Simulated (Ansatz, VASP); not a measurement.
## W: VASP beside Ansatz

```
W
1.0
     3.18370    0.00000    0.00000
     0.00000    3.18370    0.00000
     0.00000    0.00000   18.77555
W
4
Cartesian
  1.5918 1.5918 7.0000
  0.0000 0.0000 8.5918
  1.5918 1.5918 10.2502
  0.0000 0.0000 11.6426
```

Alike in both runs: functional PBE; k mesh 9 × 9 × 1; occupations gaussian, width 0.1 eV; no spin polarisation.

Ansatz relaxed the structure, and its values are those at the end. VASP's run is a single point on that final structure, the one shown.

|  | VASP | Ansatz |
| --- | --- | --- |
| version | VASP 6.6.1 | Ansatz 0.2.0 |
| potentials or method | VASP PAW PBE potentials, release 64 (W_sv) | scalar-relativistic, plane waves, PAW |
| plane-wave cutoff (eV) | 520 | 420 |
| valence electrons in the cell | 56 | 56 |

```csv
,VASP,Ansatz,Ansatz less VASP
gap on the k mesh at the Fermi level (eV),none,none,-
rms of the force components (eV/Å),0.789,0.792,+0.0024
```

A gap of «none» marks a metal or a gap that the smearing closes.

Spin-orbit coupling is left out, which matters for the levels of W.
